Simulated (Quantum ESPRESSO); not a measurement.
# FeO (Wuestite) (Fm-3m) in Quantum ESPRESSO: notebook

Aim: see how the results for FeO (Wuestite) move with the level of theory and the settings. Levels: PBE, LDA, LDA+U. Tasks: phonons, phonon dispersion, Wannier functions, Hubbard U by linear response.

All numbers are computed with Quantum ESPRESSO 7.5; they aren't measurements. Logs are shortened: lines on timing, memory, paths and dates and some standing lists are left out, and cuts for length are marked.

**Measured values to compare with.**

From “W\"ustite: Electric, thermodynamic and optical properties of FeO”, 2012, arxiv:1203.1201, for a bulk crystal of FeO: band gap 2.4 eV (optical).

The results are compared with them further down.

**1. The structure**

It takes space group Fm-3m (No. 225, cubic). The conventional cell has a = 4.311 Å, b = 4.311 Å, c = 4.311 Å, α = 90.00°, β = 90.00°, γ = 90.00°. Fe (site symmetry m-3m) has 6 O at 2.16 Å as nearest neighbours. O (site symmetry m-3m) is surrounded by 6 Fe at 2.16 Å.

**2. Phonons, PBE, collinear spin, ferromagnetic start**

File pw.in:

```
&CONTROL
  calculation = 'scf'
  prefix = 'pwscf'
  outdir = './tmp'
  pseudo_dir = './pseudo'
  tprnfor = .true.
  tstress = .true.
  disk_io = 'low'
/
&SYSTEM
  ibrav = 0
  nat = 2
  ntyp = 2
  ecutwfc = 36
  ecutrho = 216
  nbnd = 21
  occupations = 'smearing'
  smearing = 'fd'
  degauss = 0.00367493
  nspin = 2
  starting_magnetization(1) = 0.1875
  starting_magnetization(2) = 0
/
&ELECTRONS
  conv_thr = 4d-10
  electron_maxstep = 120
  mixing_beta = 0.3
/
ATOMIC_SPECIES
Fe    55.8450 Fe.GGA_PBE-JTH.UPF
O     15.9990 O.GGA_PBE-JTH.UPF
CELL_PARAMETERS angstrom
   0.0000000000    2.1554000000    2.1554000000
   2.1554000000    0.0000000000    2.1554000000
   2.1554000000    2.1554000000    0.0000000000
ATOMIC_POSITIONS crystal
Fe     0.0000000000    0.0000000000    0.0000000000
O      0.5000000000    0.5000000000    0.5000000000
K_POINTS automatic
8 8 8 1 1 1
```

File relax.in:

```
&CONTROL
  calculation = 'vc-relax'
  prefix = 'pwscf'
  outdir = './tmp'
  pseudo_dir = './pseudo'
  tprnfor = .true.
  tstress = .true.
  disk_io = 'low'
  nstep = 40
  forc_conv_thr = 0.0001
  etot_conv_thr = 1d-06
/
&SYSTEM
  ibrav = 0
  nat = 2
  ntyp = 2
  ecutwfc = 36
  ecutrho = 216
  nbnd = 21
  occupations = 'smearing'
  smearing = 'fd'
  degauss = 0.00367493
  nspin = 2
  starting_magnetization(1) = 0.1875
  starting_magnetization(2) = 0
/
&ELECTRONS
  conv_thr = 4d-10
  electron_maxstep = 120
  mixing_beta = 0.3
/
&IONS
  ion_dynamics = 'bfgs'
/
&CELL
  cell_dynamics = 'bfgs'
  press = 0
  press_conv_thr = 0.2
/
ATOMIC_SPECIES
Fe    55.8450 Fe.GGA_PBE-JTH.UPF
O     15.9990 O.GGA_PBE-JTH.UPF
CELL_PARAMETERS angstrom
   0.0000000000    2.1554000000    2.1554000000
   2.1554000000    0.0000000000    2.1554000000
   2.1554000000    2.1554000000    0.0000000000
ATOMIC_POSITIONS crystal
Fe     0.0000000000    0.0000000000    0.0000000000
O      0.5000000000    0.5000000000    0.5000000000
K_POINTS automatic
8 8 8 1 1 1
```

File scf2.in:

```
&CONTROL
  calculation = 'scf'
  prefix = 'pwscf'
  outdir = './tmp'
  pseudo_dir = './pseudo'
  tprnfor = .true.
  tstress = .true.
  disk_io = 'low'
/
&SYSTEM
  ibrav = 0
  nat = 2
  ntyp = 2
  ecutwfc = 36
  ecutrho = 216
  nbnd = 21
  occupations = 'smearing'
  smearing = 'fd'
  degauss = 0.00367493
  nspin = 2
  starting_magnetization(1) = 0.1875
  starting_magnetization(2) = 0
/
&ELECTRONS
  conv_thr = 1d-13
  electron_maxstep = 120
  mixing_beta = 0.3
  startingpot = 'file'
  startingwfc = 'file'
/
ATOMIC_SPECIES
Fe    55.8450 Fe.GGA_PBE-JTH.UPF
O     15.9990 O.GGA_PBE-JTH.UPF
CELL_PARAMETERS angstrom
   0.0000000000    2.1385107358    2.1385107358
   2.1385107358    0.0000000000    2.1385107358
   2.1385107358    2.1385107358    0.0000000000
ATOMIC_POSITIONS crystal
Fe     0.0000000000    0.0000000000    0.0000000000
O      0.5000000000    0.5000000000    0.5000000000
K_POINTS automatic
8 8 8 1 1 1
```

File ph.in:

```
phonons of FeO
&INPUTPH
  prefix = 'pwscf'
  outdir = './tmp'
  tr2_ph = 1d-16
  fildyn = 'dyn'
  niter_ph = 60
  alpha_mix(1) = 0.4
/
0.0000000000 0.0000000000 0.0000000000
```

File dynmat.in:

```
&INPUT
  fildyn = 'dyn'
  asr = 'crystal'
  filout = 'dynmat.disp'
  fileig = 'dynmat.eig'
/
```

Potentials or basis: JTH 2.0 PBE.

Started as:

```bash
$ OMP_NUM_THREADS=1 pw.x -in pw.in > pw.out
$ OMP_NUM_THREADS=1 pw.x -in relax.in > relax.out
$ OMP_NUM_THREADS=1 pw.x -in scf2.in > scf2.out
$ OMP_NUM_THREADS=1 ph.x -in ph.in > ph.out
$ OMP_NUM_THREADS=1 dynmat.x -in dynmat.in > dynmat.out
```

pw.out:

```text
This program is part of the open-source Quantum ESPRESSO suite
     for quantum simulation of materials; please cite
         "P. Giannozzi et al., J. Phys.:Condens. Matter 21 395502 (2009);
         "P. Giannozzi et al., J. Phys.:Condens. Matter 29 465901 (2017);
         "P. Giannozzi et al., J. Chem. Phys. 152 154105 (2020);
     in publications or presentations arising from this work. More details at

     file Fe.GGA_PBE-JTH.UPF: wavefunction(s)  3S 4S 3P 0P 0D renormalized
     file O.GGA_PBE-JTH.UPF: wavefunction(s)  0S 2P 0P renormalized
     Message from routine setup:
     using ibrav=0 with symmetry is DISCOURAGED, use correct ibrav instead

     G-vector sticks info
     --------------------
     sticks:   dense  smooth     PW     G-vecs:    dense   smooth      PW
     Sum         499     313    121                 7343     3839     869

     Using Slab Decomposition

     bravais-lattice index     =            0
     lattice parameter (alat)  =       5.7603  a.u.
     unit-cell volume          =     135.1482 (a.u.)^3
     number of atoms/cell      =            2
     number of atomic types    =            2
     number of electrons       =        22.00
     number of Kohn-Sham states=           21
     kinetic-energy cutoff     =      36.0000  Ry
     charge density cutoff     =     216.0000  Ry
     scf convergence threshold =      4.0E-10
     mixing beta               =       0.3000
     number of iterations used =            8  plain     mixing
     Exchange-correlation= SLA PW PBX PBC
                           (   1   4   3   4   0   0   0)

     celldm(1)=   5.760255  celldm(2)=   0.000000  celldm(3)=   0.000000
     celldm(4)=   0.000000  celldm(5)=   0.000000  celldm(6)=   0.000000

     crystal axes: (cart. coord. in units of alat)
               a(1) = (   0.000000   0.707107   0.707107 )
               a(2) = (   0.707107   0.000000   0.707107 )
               a(3) = (   0.707107   0.707107   0.000000 )

     reciprocal axes: (cart. coord. in units 2 pi/alat)
               b(1) = ( -0.707107  0.707107  0.707107 )
               b(2) = (  0.707107 -0.707107  0.707107 )
               b(3) = (  0.707107  0.707107 -0.707107 )

     PseudoPot. # 1 for Fe read from file:
     Fe.GGA_PBE-JTH.UPF
     Pseudo is Projector augmented-wave + core cor, Zval = 16.0
     Generated using ATOMPAW code
     Shape of augmentation charge: SINC**2
     Using radial grid of 1038 points,  6 beta functions with:
                l(1) =   0
                l(2) =   0
                l(3) =   1
                l(4) =   1
                l(5) =   2
                l(6) =   2
     Q(r) pseudized with 0 coefficients

     PseudoPot. # 2 for O  read from file:
     O.GGA_PBE-JTH.UPF
     Pseudo is Projector augmented-wave + core cor, Zval =  6.0
     Generated using ATOMPAW code
     Shape of augmentation charge: SINC**2
     Using radial grid of  943 points,  4 beta functions with:
                l(1) =   0
                l(2) =   0
                l(3) =   1
                l(4) =   1
     Q(r) pseudized with 0 coefficients

     atomic species   valence    mass     pseudopotential
     Fe               16.00    55.84500     Fe( 1.00)
     O                 6.00    15.99900     O ( 1.00)

     Starting magnetic structure
     atomic species   magnetization
     Fe              0.188
     O               0.000

     48 Sym. Ops., with inversion, found

   Cartesian axes

     site n.     atom                  positions (alat units)
         1        Fe     tau(   1) = (   0.0000000   0.0000000   0.0000000  )
         2        O      tau(   2) = (   0.7071068   0.7071068   0.7071068  )

     number of k points=    60  Fermi-Dirac smearing, width (Ry)=  0.0037
                       cart. coord. in units 2pi/alat
        k(    1) = (   0.0441942   0.0441942   0.0441942), wk =   0.0039062
        k(    2) = (   0.1325825   0.1325825  -0.0441942), wk =   0.0117188
        k(    3) = (   0.2209709   0.2209709  -0.1325825), wk =   0.0117188
        k(    4) = (   0.3093592   0.3093592  -0.2209709), wk =   0.0117188
        k(    5) = (  -0.3093592  -0.3093592   0.3977476), wk =   0.0117188
        k(    6) = (  -0.2209709  -0.2209709   0.3093592), wk =   0.0117188
[... 52 lines left out ...]
        k(   59) = (   0.3093592   0.3093592   0.3093592), wk =   0.0039062
        k(   60) = (  -0.3093592  -0.3093592   0.9280777), wk =   0.0117188

     Dense  grid:     7343 G-vectors     FFT dimensions: (  27,  27,  27)

     Smooth grid:     3839 G-vectors     FFT dimensions: (  24,  24,  24)

     Generating pointlists ...
     new r_m :   0.2917 (alat units)  1.6802 (a.u.) for type    1
     new r_m :   0.2917 (alat units)  1.6802 (a.u.) for type    2

     Initial potential from superposition of free atoms

     starting charge      21.9992, renormalised to      22.0000
     Starting wfcs are   26 randomized atomic wfcs

     Self-consistent Calculation

     iteration #  1     ecut=    36.00 Ry     beta= 0.30
     Davidson diagonalization with overlap
     ethr =  1.00E-02,  avg # of iterations =  4.8

     total energy              =    -370.65865152 Ry
     estimated scf accuracy    <       0.92894042 Ry

     total magnetization       =     4.10 Bohr mag/cell
     absolute magnetization    =     4.10 Bohr mag/cell

     iteration #  2     ecut=    36.00 Ry     beta= 0.30
     Davidson diagonalization with overlap
     ethr =  4.22E-03,  avg # of iterations =  1.5

     total energy              =    -370.87263581 Ry
     estimated scf accuracy    <       0.11215489 Ry

     total magnetization       =     3.54 Bohr mag/cell
     absolute magnetization    =     3.54 Bohr mag/cell

     iteration #  3     ecut=    36.00 Ry     beta= 0.30
     Davidson diagonalization with overlap
     ethr =  5.10E-04,  avg # of iterations =  2.0

     total energy              =    -370.90725791 Ry
     estimated scf accuracy    <       0.02746332 Ry

     total magnetization       =     3.99 Bohr mag/cell
     absolute magnetization    =     3.99 Bohr mag/cell

     iteration #  4     ecut=    36.00 Ry     beta= 0.30
     Davidson diagonalization with overlap
     ethr =  1.25E-04,  avg # of iterations =  1.6

     total energy              =    -370.91249690 Ry
     estimated scf accuracy    <       0.00448150 Ry

     total magnetization       =     3.99 Bohr mag/cell
     absolute magnetization    =     3.99 Bohr mag/cell

     iteration #  5     ecut=    36.00 Ry     beta= 0.30
     Davidson diagonalization with overlap
     ethr =  2.04E-05,  avg # of iterations =  2.8

     total energy              =    -370.91370749 Ry
     estimated scf accuracy    <       0.00142402 Ry

     total magnetization       =     4.00 Bohr mag/cell
     absolute magnetization    =     4.00 Bohr mag/cell

     iteration #  6     ecut=    36.00 Ry     beta= 0.30
     Davidson diagonalization with overlap
     ethr =  6.47E-06,  avg # of iterations =  1.8

     total energy              =    -370.91385956 Ry
     estimated scf accuracy    <       0.00019596 Ry

     total magnetization       =     4.00 Bohr mag/cell
     absolute magnetization    =     4.01 Bohr mag/cell

     iteration #  7     ecut=    36.00 Ry     beta= 0.30
     Davidson diagonalization with overlap
     ethr =  8.91E-07,  avg # of iterations =  2.5

     total energy              =    -370.91391134 Ry
     estimated scf accuracy    <       0.00000288 Ry

     total magnetization       =     4.00 Bohr mag/cell
     absolute magnetization    =     4.01 Bohr mag/cell

     iteration #  8     ecut=    36.00 Ry     beta= 0.30
     Davidson diagonalization with overlap
     ethr =  1.31E-08,  avg # of iterations =  2.1

     total energy              =    -370.91391523 Ry
     estimated scf accuracy    <       0.00000564 Ry

     total magnetization       =     4.00 Bohr mag/cell
     absolute magnetization    =     4.01 Bohr mag/cell

     iteration #  9     ecut=    36.00 Ry     beta= 0.30
     Davidson diagonalization with overlap
     ethr =  1.31E-08,  avg # of iterations =  1.5

     total energy              =    -370.91391590 Ry
     estimated scf accuracy    <       0.00000024 Ry

     total magnetization       =     4.00 Bohr mag/cell
     absolute magnetization    =     4.01 Bohr mag/cell

     iteration # 10     ecut=    36.00 Ry     beta= 0.30
     Davidson diagonalization with overlap
     ethr =  1.08E-09,  avg # of iterations =  1.8

     total energy              =    -370.91391596 Ry
     estimated scf accuracy    <          2.5E-09 Ry

     total magnetization       =     4.00 Bohr mag/cell
     absolute magnetization    =     4.01 Bohr mag/cell

     iteration # 11     ecut=    36.00 Ry     beta= 0.30
     Davidson diagonalization with overlap
     ethr =  1.15E-11,  avg # of iterations =  2.6

     Magnetic moment per site  (integrated on atomic sphere of radius R)
     atom   1 (R=0.292)  charge= 13.5421  magn=  3.4551
     atom   2 (R=0.292)  charge=  5.8371  magn=  0.3186

     End of self-consistent calculation

     Number of k-points >= 100: set verbosity='high' to print the bands.

     the Fermi energy is    15.5981 ev

!    total energy              =    -370.91391598 Ry
     total all-electron energy =      -370.913916 Ry
     estimated scf accuracy    <          3.7E-10 Ry
     smearing contrib. (-TS)   =      -0.00072259 Ry
     internal energy E=F+TS    =    -370.91319338 Ry

     The total energy is F=E-TS. E is the sum of the following terms:
     one-electron contribution =    -134.18569919 Ry
     hartree contribution      =      60.56315193 Ry
     xc contribution           =     -30.85932889 Ry
     ewald contribution        =    -190.02755604 Ry
     one-center paw contrib.   =     -76.40376119 Ry

     total magnetization       =     4.00 Bohr mag/cell
     absolute magnetization    =     4.01 Bohr mag/cell

     convergence has been achieved in  11 iterations

     Forces acting on atoms (cartesian axes, Ry/au):

     atom    1 type  1   force =     0.00000000    0.00000000   -0.00000000
     atom    2 type  2   force =    -0.00000000   -0.00000000    0.00000000

     Total force =     0.000000     Total SCF correction =     0.000000

     Computing stress (Cartesian axis) and pressure

          total   stress  (Ry/bohr**3)                   (kbar)     P=      -51.71
  -0.00035151  -0.00000000   0.00000000          -51.71       -0.00        0.00
  -0.00000000  -0.00035151   0.00000000           -0.00      -51.71        0.00
   0.00000000   0.00000000  -0.00035151            0.00        0.00      -51.71

=------------------------------------------------------------------------------=
   JOB DONE.
=------------------------------------------------------------------------------=
```

It took 14 min on 1 thread of Arm Neoverse V1, shared host; peak memory 0.17 GiB.

What came out:

```
Free energy                                           : -5046.5305 eV
Band gap on the k mesh                                : none (metal or under the smearing width)
Net moment                                            : 4.00 μB per cell
Absolute moment                                       : 4.01 μB per cell
Site moments                                          : Fe +3.45; O +0.32 μB
Valence electrons inside the program's atomic spheres : Fe 13.54; O 5.84
Highest phonon frequency at Γ                         : 297 cm⁻¹
```

Phonon frequencies in cm⁻¹ (negative: imaginary):
| q point | frequencies |
| --- | --- |
| (0.000, 0.000, 0.000) | 41 41 41 297 297 297 |

Optical modes at Γ, degenerate ones joined:
| cm⁻¹ | components | symmetry | active in |
| --- | --- | --- | --- |
| 300 | 3 | T1u | IR |

Caveat: the k mesh is coarse; the cutoff is too short for stress, so the log's stress isn't used; the cutoff is low for these files, which shifts pressure and relaxed volume; the cutoff lies well under what these potentials need, so the values aren't converged; before the sum rule the acoustic modes lie tens of cm⁻¹ from zero, a sign that the density grid also shifts the optical modes; a cell with one magnetic atom can't hold antiferromagnetic order, which such compounds often take; semilocal functionals often make such compounds metallic where correlation or magnetic order opens a gap, which also shifts bond lengths.

[end of part 1 of 5]
